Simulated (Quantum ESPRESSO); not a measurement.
# SiC (Moissanite 3C) (F-43m) in Quantum ESPRESSO: single point with PBE

Aim: the single point of SiC (Moissanite 3C) with PBE.

Program: Quantum ESPRESSO 7.5. These are calculated values, not measurements. Logs are shortened: lines on timing, memory, paths and dates and some standing lists are left out, and cuts for length are marked.

**The experiment to reproduce.**

“Insight into the structural, elastic and electronic properties of a new orthorhombic 6O-SiC polytype”, 2020, pmc:7200658 quotes, for a bulk crystal of SiC: band gap 2.4 eV (indirect).

The runs below are set against these values where they give the same quantity.

**1. Starting point**

It takes space group F-43m (No. 216, cubic). Conventional cell: a = 4.358 Å, b = 4.358 Å, c = 4.358 Å, α = 90.00°, β = 90.00°, γ = 90.00°. Si (site symmetry -43m) is surrounded by 4 C at 1.89 Å. C (site symmetry -43m) has 4 Si at 1.89 Å as nearest neighbours.

**2. Single point, PBE**

File run.py:

```python
import numpy as np
from ase.calculators.espresso import Espresso, EspressoProfile
from ase.io import read

atoms = read('POSCAR')

input_data = {
    'control': {'calculation': 'scf', 'prefix': 'pwscf', 'outdir': './tmp', 'tprnfor': True, 'tstress': True, 'disk_io': 'nowf'},
    'system': {'ecutwfc': 55.0, 'ecutrho': 440.0, 'nbnd': 9, 'occupations': 'smearing', 'smearing': 'fd', 'degauss': 0.00367493},
    'electrons': {'conv_thr': 4e-10, 'electron_maxstep': 120, 'mixing_beta': 0.5},
}
pseudopotentials = {'Si': 'Si.pbe-n-rrkjus_psl.1.0.0.UPF', 'C': 'C.pbe-n-kjpaw_psl.1.0.0.UPF'}
profile = EspressoProfile(command='pw.x', pseudo_dir='pseudo')
atoms.calc = Espresso(profile=profile, input_data=input_data, pseudopotentials=pseudopotentials, kpts=(10, 10, 10), koffset=(0, 0, 0))

print(f'energy {atoms.get_potential_energy():.8f} eV')
print('forces (eV/A)')
print(np.round(atoms.get_forces(), 6))
print('stress (eV/A^3, Voigt)')
print(np.round(atoms.get_stress(), 8))
print(f'Fermi level {atoms.calc.get_fermi_level():.4f} eV')
```

File POSCAR:

```
SiC
1.0
    0.0000000000      2.1790000000      2.1790000000
    2.1790000000      0.0000000000      2.1790000000
    2.1790000000      2.1790000000      0.0000000000
Si C
1 1
Direct
    0.0000000000      0.0000000000      0.0000000000
    0.7500000000      0.7500000000      0.7500000000
```

Potentials or basis: SSSP 1.3 efficiency PBE.

Launch:

```bash
> OMP_NUM_THREADS=1 python run.py
```

The program printed:

```text
energy -406.71475384 eV
forces (eV/A)
[[-0.  0.  0.]
 [-0.  0. -0.]]
stress (eV/A^3, Voigt)
[-0.02159048 -0.02159048 -0.02159048  0.         -0.         -0.        ]
Fermi level 10.1668 eV
```

espresso.pwi:

```text
&CONTROL
   calculation      = 'scf'
   tstress          = .true.
   tprnfor          = .true.
   outdir           = './tmp'
   prefix           = 'pwscf'
   disk_io          = 'nowf'
   pseudo_dir       = 'pseudo'
/
&SYSTEM
   nbnd             = 9
   ecutwfc          = 55.0
   ecutrho          = 440.0
   occupations      = 'smearing'
   degauss          = 0.00367493
   smearing         = 'fd'
   ntyp             = 2
   nat              = 2
   ibrav            = 0
/
&ELECTRONS
   electron_maxstep = 120
   conv_thr         = 4e-10
   mixing_beta      = 0.5
/
&IONS
/
&CELL
/
&FCP
/
&RISM
/
ATOMIC_SPECIES
Si 28.085 Si.pbe-n-rrkjus_psl.1.0.0.UPF
C 12.011 C.pbe-n-kjpaw_psl.1.0.0.UPF

K_POINTS automatic
10 10 10  0 0 0

CELL_PARAMETERS angstrom
0.00000000000000 2.17900000000000 2.17900000000000
2.17900000000000 0.00000000000000 2.17900000000000
2.17900000000000 2.17900000000000 0.00000000000000

ATOMIC_POSITIONS angstrom
Si 0.0000000000 0.0000000000 0.0000000000  
C 3.2685000000 3.2685000000 3.2685000000
```

espresso.pwo:

```text
This program is part of the open-source Quantum ESPRESSO suite
     for quantum simulation of materials; please cite
         "P. Giannozzi et al., J. Phys.:Condens. Matter 21 395502 (2009);
         "P. Giannozzi et al., J. Phys.:Condens. Matter 29 465901 (2017);
         "P. Giannozzi et al., J. Chem. Phys. 152 154105 (2020);
     in publications or presentations arising from this work. More details at

Warning: card &CELL ignored
Warning: card &FCP ignored
Warning: card &RISM ignored

     file C.pbe-n-kjpaw_psl.1.0.0.UPF: wavefunction(s)  2S 2P renormalized
     Message from routine setup:
     using ibrav=0 with symmetry is DISCOURAGED, use correct ibrav instead

     Subspace diagonalization in iterative solution of the eigenvalue problem:
     a serial algorithm will be used

     G-vector sticks info
     --------------------
     sticks:   dense  smooth     PW     G-vecs:    dense   smooth      PW
     Sum        1039     511    163                21883     7727    1411

     Using Slab Decomposition

     bravais-lattice index     =            0
     lattice parameter (alat)  =       5.8233  a.u.
     unit-cell volume          =     139.6363 (a.u.)^3
     number of atoms/cell      =            2
     number of atomic types    =            2
     number of electrons       =         8.00
     number of Kohn-Sham states=            9
     kinetic-energy cutoff     =      55.0000  Ry
     charge density cutoff     =     440.0000  Ry
     scf convergence threshold =      4.0E-10
     mixing beta               =       0.5000
     number of iterations used =            8  plain     mixing
     Exchange-correlation= SLA  PW   PBX  PBC
                           (   1   4   3   4   0   0   0)

     celldm(1)=   5.823326  celldm(2)=   0.000000  celldm(3)=   0.000000
     celldm(4)=   0.000000  celldm(5)=   0.000000  celldm(6)=   0.000000

     crystal axes: (cart. coord. in units of alat)
               a(1) = (   0.000000   0.707107   0.707107 )
               a(2) = (   0.707107   0.000000   0.707107 )
               a(3) = (   0.707107   0.707107   0.000000 )

     reciprocal axes: (cart. coord. in units 2 pi/alat)
               b(1) = ( -0.707107  0.707107  0.707107 )
               b(2) = (  0.707107 -0.707107  0.707107 )
               b(3) = (  0.707107  0.707107 -0.707107 )

     PseudoPot. # 1 for Si read from file:
     Si.pbe-n-rrkjus_psl.1.0.0.UPF
     Pseudo is Ultrasoft + core correction, Zval =  4.0
     Generated using "atomic" code by A. Dal Corso  v.5.1
     Using radial grid of 1141 points,  6 beta functions with:
                l(1) =   0
                l(2) =   0
                l(3) =   1
                l(4) =   1
                l(5) =   2
                l(6) =   2
     Q(r) pseudized with 0 coefficients

     PseudoPot. # 2 for C  read from file:
     C.pbe-n-kjpaw_psl.1.0.0.UPF
     Pseudo is Projector augmented-wave + core cor, Zval =  4.0
     Generated using "atomic" code by A. Dal Corso  v.5.1
     Shape of augmentation charge: PSQ
     Using radial grid of 1073 points,  4 beta functions with:
                l(1) =   0
                l(2) =   0
                l(3) =   1
                l(4) =   1
     Q(r) pseudized with 0 coefficients

     atomic species   valence    mass     pseudopotential
     Si                4.00    28.08500     Si( 1.00)
     C                 4.00    12.01100     C ( 1.00)

     24 Sym. Ops. (no inversion) found

   Cartesian axes

     site n.     atom                  positions (alat units)
         1        Si     tau(   1) = (   0.0000000   0.0000000   0.0000000  )
         2        C      tau(   2) = (   1.0606602   1.0606602   1.0606602  )

     number of k points=    47  Fermi-Dirac smearing, width (Ry)=  0.0037
                       cart. coord. in units 2pi/alat
        k(    1) = (   0.0000000   0.0000000   0.0000000), wk =   0.0020000
        k(    2) = (   0.0707107   0.0707107  -0.0707107), wk =   0.0160000
        k(    3) = (   0.1414214   0.1414214  -0.1414214), wk =   0.0160000
        k(    4) = (   0.2121320   0.2121320  -0.2121320), wk =   0.0160000
        k(    5) = (   0.2828427   0.2828427  -0.2828427), wk =   0.0160000
        k(    6) = (  -0.3535534  -0.3535534   0.3535534), wk =   0.0080000
[... 39 lines left out ...]
        k(   46) = (  -0.0707107  -0.3535534   0.6363961), wk =   0.0480000
        k(   47) = (  -0.7071068   0.2828427   0.0000000), wk =   0.0240000

     Dense  grid:    21883 G-vectors     FFT dimensions: (  40,  40,  40)

     Smooth grid:     7727 G-vectors     FFT dimensions: (  27,  27,  27)

     Initial potential from superposition of free atoms

     starting charge       7.9994, renormalised to       8.0000
     Starting wfcs are    8 randomized atomic wfcs +    1 random wfcs
     Checking if some PAW data can be deallocated...

     Self-consistent Calculation

     iteration #  1     ecut=    55.00 Ry     beta= 0.50
     Davidson diagonalization with overlap
     ethr =  1.00E-02,  avg # of iterations =  5.4

     total energy              =     -29.78293448 Ry
     estimated scf accuracy    <       0.44095457 Ry

     iteration #  2     ecut=    55.00 Ry     beta= 0.50
     Davidson diagonalization with overlap
     ethr =  5.51E-03,  avg # of iterations =  1.6
[... 43 lines left out ...]
     total energy              =     -29.89298566 Ry
     estimated scf accuracy    <          9.2E-10 Ry

     iteration #  9     ecut=    55.00 Ry     beta= 0.50
     Davidson diagonalization with overlap
     ethr =  1.15E-11,  avg # of iterations =  2.8

     End of self-consistent calculation

          k = 0.0000 0.0000 0.0000 (   941 PWs)   bands (ev):

    -5.9413   9.4696   9.4696   9.4696  15.7053  16.7748  16.7748  16.7748
    23.9728

          k = 0.0707 0.0707-0.0707 (   950 PWs)   bands (ev):

    -5.7460   8.4596   9.3356   9.3356  15.9658  17.0179  17.0179  17.0509
    23.0322
[... 53 lines left out ...]
    -3.7148   3.4017   7.5215   8.7421  15.6610  16.8920  17.2585  19.5302
    22.4001

          k =-0.0707-0.2121 0.2121 (   949 PWs)   bands (ev):

    -4.7281   5.5844   7.8198   9.1368  16.0905  17.2370  17.3411  18.5678
    21.2222

          k = 0.0000-0.1414 0.1414 (   955 PWs)   bands (ev):

    -5.4232   7.5161   8.4712   9.3884  16.3757  16.7217  17.0817  18.0601
    21.6000

          k = 0.2828 0.0000 0.0000 (   966 PWs)   bands (ev):

    -4.9102   7.0768   8.0215   8.0215  14.4358  16.5513  19.1076  19.1076
    20.3309

          k = 0.3536 0.0707-0.0707 (   963 PWs)   bands (ev):
[... 16 lines left out ...]
    -1.9178   1.6722   5.7416   7.8058  14.2814  17.7330  18.5061  20.6628
    23.7142

          k =-0.0707-0.3536 0.3536 (   962 PWs)   bands (ev):

    -2.8764   3.0506   5.6563   8.2972  15.0607  17.7240  18.2223  19.7605
    22.2068

          k = 0.0000-0.2828 0.2828 (   953 PWs)   bands (ev):

    -3.9353   4.6640   6.2483   8.8210  16.0307  17.4771  17.8440  18.6334
    21.0050

          k = 0.4243 0.0000 0.0000 (   966 PWs)   bands (ev):

    -3.6695   5.1071   7.1031   7.1031  12.6367  15.0850  20.9987  20.9987
    21.8840

          k = 0.4950 0.0707-0.0707 (   968 PWs)   bands (ev):
[... 21 lines left out ...]
    -2.0832   3.0167   6.4912   6.4912  11.2954  14.1097  22.6997  22.6997
    23.5510

          k =-0.0707-0.6364 0.6364 (   967 PWs)   bands (ev):

    -1.2525   2.1637   5.6361   6.4298  11.4681  14.4972  22.7918  22.7969
    23.9107

          k = 0.0000-0.5657 0.5657 (   959 PWs)   bands (ev):

    -0.8588   2.0408   4.3380   6.6643  12.1762  16.1753  21.9535  22.4140
    22.9364

          k =-0.7071 0.0000 0.0000 (   982 PWs)   bands (ev):

    -0.9246   1.6683   6.2791   6.2791  10.8258  13.7926  23.4860  23.4860
    24.2525

          k = 0.2828 0.1414 0.0000 (   956 PWs)   bands (ev):

    -4.6621   6.0267   7.4157   8.6930  15.2907  17.1030  18.0482  18.6746
    21.0757

          k = 0.3536 0.2121-0.0707 (   962 PWs)   bands (ev):
[... 26 lines left out ...]
    -1.5230   2.0249   5.0750   6.7806  14.0583  17.5949  19.3930  20.9065
    22.6880

          k =-0.0707-0.3536 0.4950 (   965 PWs)   bands (ev):

    -1.7754   2.3575   4.7986   7.1344  14.5356  17.4550  19.6867  20.4816
    22.6100

          k = 0.0000-0.2828 0.4243 (   960 PWs)   bands (ev):

    -2.7997   3.5356   5.2157   7.7354  15.0593  17.3482  18.3152  20.0922
    22.3356

          k =-0.1414-0.5657 0.7071 (   975 PWs)   bands (ev):

    -1.9119   2.9701   5.8090   6.1517  12.3989  15.2050  20.8595  22.6851
    23.5008

          k =-0.0707-0.4950 0.6364 (   961 PWs)   bands (ev):

    -1.0767   2.3135   4.6210   6.0565  13.0403  16.5193  20.3226  22.4024
    23.1009

          k =-0.0000-0.4243 0.5657 (   964 PWs)   bands (ev):

    -1.0307   2.3850   3.8883   6.4570  13.7399  18.1224  19.9556  20.9002
    22.6019

          k =-0.7071 0.1414 0.0000 (   966 PWs)   bands (ev):

    -0.8496   1.8709   5.6527   5.6644  11.9979  14.9206  22.0595  23.3210
    23.5569

          k =-0.1414-0.4243 0.7071 (   974 PWs)   bands (ev):

    -1.4740   2.7208   4.6230   6.0019  14.3887  17.7366  18.2644  21.7965
    22.8556

          k =-0.0707-0.3536 0.6364 (   958 PWs)   bands (ev):

    -0.9526   2.3735   4.3003   5.6156  14.6218  17.9544  19.3399  20.2202
    23.0912

          k =-0.7071 0.2828 0.0000 (   964 PWs)   bands (ev):

    -0.7175   2.3312   4.6693   4.8910  14.1557  17.5277  19.4999  20.6749
    23.6658

     the Fermi energy is    10.1668 ev

!    total energy              =     -29.89298566 Ry
     estimated scf accuracy    <          2.4E-10 Ry
     smearing contrib. (-TS)   =      -0.00000000 Ry
     internal energy E=F+TS    =     -29.89298566 Ry

     The total energy is F=E-TS. E is the sum of the following terms:
     one-electron contribution =       5.84389762 Ry
     hartree contribution      =       2.33288213 Ry
     xc contribution           =     -10.97331840 Ry
     ewald contribution        =     -20.93122177 Ry
     one-center paw contrib.   =      -6.16522523 Ry

     convergence has been achieved in   9 iterations

     Forces acting on atoms (cartesian axes, Ry/au):

     atom    1 type  1   force =    -0.00000000    0.00000000    0.00000000
     atom    2 type  2   force =    -0.00000000    0.00000000   -0.00000000

     Total force =     0.000000     Total SCF correction =     0.000000

     Computing stress (Cartesian axis) and pressure

          total   stress  (Ry/bohr**3)                   (kbar)     P=       34.59
   0.00023515   0.00000000   0.00000000           34.59        0.00        0.00
   0.00000000   0.00023515  -0.00000000            0.00       34.59       -0.00
   0.00000000  -0.00000000   0.00023515            0.00       -0.00       34.59

=------------------------------------------------------------------------------=
   JOB DONE.
=------------------------------------------------------------------------------=
```

It took 9.4 s on 1 thread of Intel Xeon 6975P-C (Granite Rapids), shared host; peak memory 0.14 GiB.

What came out:

| Property | Result |
| --- | --- |
| Free energy | -406.7148 eV |
| Pressure | 3.5 GPa |
| Band gap on the k mesh | 1.36 eV, indirect (least direct gap 4.55 eV) |

**3. Comparison with measurements**

Step 2. A measured gap of SiC is 2.4 eV (indirect; quoted in “Insight into the structural, elastic and electronic properties of a new orthorhombic 6O-SiC polytype”, 2020, pmc:7200658); the calculated 1.36 eV misses it by -1.04 eV. The value is that of PBE on a finite k mesh, which can miss the band edges, without temperature or zero-point motion. Semilocal functionals fall short of measured gaps as a rule.
